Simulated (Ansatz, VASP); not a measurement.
# GaN in VASP and in Ansatz

```
Ga N
1.0
     3.29861    0.00000    0.00000
    -1.64931    2.85668    0.00000
     0.00000    0.00000    5.04873
Ga N
2 2
Direct
  0.33333 0.66667 0.01161
  0.66667 0.33333 0.51161
  0.33333 0.66667 0.36339
  0.66667 0.33333 0.86339
```

Alike in both runs: task single point; functional PBE; k mesh 12 × 12 × 6; occupations gaussian, width 0.02 eV; no spin polarisation.

```csv
,VASP,Ansatz
version,VASP 6.6.1,Ansatz 0.2.0
potentials or method,"VASP PAW PBE potentials, release 64 (Ga_d, N)","scalar-relativistic, plane waves, PAW"
plane-wave cutoff (eV),520,420
valence electrons in the cell,36,36
```

Ansatz gave:

- gap on the k mesh at the Fermi level (eV): 1.61
- least direct gap on the mesh (eV): 1.61
- pressure (GPa): 4.3
- largest component of the traceless stress (GPa): 30.45
- rms of the force components (eV/Å): 1.879

Q: Estimate VASP's values.

A: gap on the k mesh at the Fermi level (eV): 1.61; least direct gap on the mesh (eV): 1.61; pressure (GPa): 4.3; largest component of the traceless stress (GPa): 29.96; rms of the force components (eV/Å): 1.839.

Atom by atom the forces differ by 0.041 eV/Å (rms over components).

Caveats: forces of over 1 eV/Å show positions far from the minimum, so gaps and moduli don't describe the material at rest.
